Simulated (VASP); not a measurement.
Sb: relaxation of cell and atoms with PBE

Crystal: Sb.

```xyz
2
Lattice="2.1321 1.2310 3.5349 -2.1321 1.2310 3.5349 0.0000 -2.4619 3.5349" Properties=species:S:1:pos:R:3 pbc="T T T"
Sb    0.0000    0.0000    2.5515
Sb    0.0000    0.0000    8.0532
```

```yaml
Program: VASP 6.6.1
Task: relaxation of cell and atoms
Functional: PBE
Potentials_or_basis: VASP PAW PBE potentials, release 64 (Sb)
Cutoff: 600 eV
k_mesh: 12 × 12 × 10
Occupations: methfessel-paxton, width 0.1 eV
Spin: no spin polarisation
Target_pressure: 6.4 GPa
Further_INCAR_settings: ALGO = Normal; EDIFF = 1e-07; IBRION = 2; EDIFFG = -0.005; NSW = 90; ISIF = 3
Target_pressure: 6.4 GPa
```

```yaml
Relaxed_volume: 27.82 Å³/atom
Relaxed_cell: a = 4.307 Å, b = 4.307 Å, c = 4.307 Å, α = 59.33°, β = 59.33°, γ = 59.33°
Space_group_after_relaxing_to_0.05_Å: R-3m (No. 166)
Energy_change_on_relaxing_the_enthalpy_is_what_falls: +0.6 meV/atom
Ionic_steps: 3
Pressure_after_relaxing: 6.4 GPa
Band_gap_on_the_k_mesh: none (metal or under the smearing width)
```

Forces on the atoms (eV/Å):
```
Sb   0.000  0.000  0.003
Sb   0.000  0.000 -0.003
```

The path:
| step | energy change (eV) | largest force (eV/Å) | pressure (GPa) | volume (Å³) |
| --- | --- | --- | --- | --- |
| 1 | 0.0000 | 0.0006 | 6.36 | 55.66 |
| 2 | 0.0022 | 0.0042 | 6.44 | 55.61 |
| 3 | 0.0013 | 0.0027 | 6.41 | 55.63 |

Final structure:
```
Sb
1.0
     2.13166    1.23072    3.53420
    -2.13166    1.23072    3.53420
     0.00000   -2.46143    3.53420
Sb
2
Direct
  0.24060 0.24060 0.24060
  0.75940 0.75940 0.75940
```

Levels at points of the mesh, in eV from the Fermi level:
| k point | band 2 | band 3 | band 4 | band 5 | band 6 | band 7 | band 8 | band 9 |
| --- | --- | --- | --- | --- | --- | --- | --- | --- |
| (0.00, 0.00, 0.00) | -4.17 | -1.90 | -1.86 | -1.86 | 2.92 | 3.21 | 3.21 | 4.80 |
| (0.50, 0.00, 0.00) | -10.00 | -1.45 | -1.25 | -0.38 | -0.04 | 0.09 | 0.40 | 8.51 |
| (0.50, 0.50, 0.00) | -7.66 | -6.01 | -3.95 | -3.95 | 1.66 | 5.61 | 5.78 | 7.95 |
| (0.50, 0.50, 0.50) | -9.59 | -1.13 | -1.13 | -0.30 | -0.30 | -0.16 | 0.83 | 8.09 |

Run time: 110 s on 1 thread of Intel(R) Xeon(R) 6975P-C (Granite Rapids), on a shared host, peak memory 0.38 GiB.

Caveat: the cell is relaxed towards a set pressure, so the enthalpy falls and the energy may rise. The run has no spin-orbit coupling, so splittings on Sb are missing.
